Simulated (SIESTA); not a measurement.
CdS:

```xyz
2
Lattice="0.0000 2.7532 2.7532 2.7532 0.0000 2.7532 2.7532 2.7532 0.0000" Properties=species:S:1:pos:R:3 pbc="T T T"
Cd    0.0000    0.0000    0.0000
S     2.7532    2.7532    2.7532
```

Measurements of this composition are mostly on another form, of space group No. 186.

Base run:

* Program: SIESTA 5.4.2
* Functional: PBEsol
* Potentials or basis: PseudoDojo 0.4 standard (PBEsol files)
* Basis: DZP (energy shift 0.003 Ry; two zetas on semicore shells)
* Grid cutoff: 800 Ry
* Energy shift: 0.003 Ry
* k mesh: 8 × 8 × 8
* Occupations: fermi-dirac, width 0.05 eV
* Spin: no spin polarisation

Its results: band gap on the k mesh 0.17 eV, indirect (least direct gap 1.58 eV); pressure -4.1 GPa.

Question: The run is repeated on the same cell with these changes: functional from PBEsol to LDA; potentials or basis from PseudoDojo 0.4 standard (PBEsol files) to PseudoDojo 0.4 standard (LDA files). What comes out?

Answer: Band gap on the k mesh none (metal or under the smearing width); pressure -6.6 GPa.

Caveats: the basis of atomic orbitals isn't converged, which shifts pressures, moduli and gaps.
